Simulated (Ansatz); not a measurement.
```
CELL_PARAMETERS angstrom
     -2.63927     2.63927     5.35497
      2.63927    -2.63927     5.35497
      2.63927     2.63927    -5.35497
ATOMIC_POSITIONS crystal
  Cu 0.75000 0.25000 0.50000
  Cu 0.00000 0.00000 0.00000
  In 0.25000 0.75000 0.50000
  In 0.50000 0.50000 0.00000
  S  0.08956 0.12500 0.46456
  S  0.66044 0.62500 0.53544
  S  0.37500 0.91044 0.03544
  S  0.87500 0.33956 0.96456
```

No spin polarisation.

Level of theory: PBE, PAW, 420 eV (Ansatz, a quantum-chemistry and plane-wave program; no spin-orbit coupling). Settings: 8×8×8 k-points, 0.05 eV Fermi–Dirac smearing.

**Question.** Predict the band gap, electron mass and valence-band top at Γ.

**Answer.** Band gap: 0.38 eV
Electron mass: 0.081 mₑ along c, 0.066 mₑ across (at Γ)
Valence-band top at Γ (three highest levels, from the VBM): 0.00, 0.00, -0.04 eV

Load acts through the strain it causes; cell and atoms are relaxed under it. Masses are band curvatures over ±0.01 Å⁻¹ around the edge. Stability against distortions was not tested. Competing high-pressure phases were not computed. The final runs are not spin-polarised. The cell was made from InCuS$_{2}$ in the chalcopyrite structure (space group I-42d, No. 122) by this change: pressure 15 GPa.
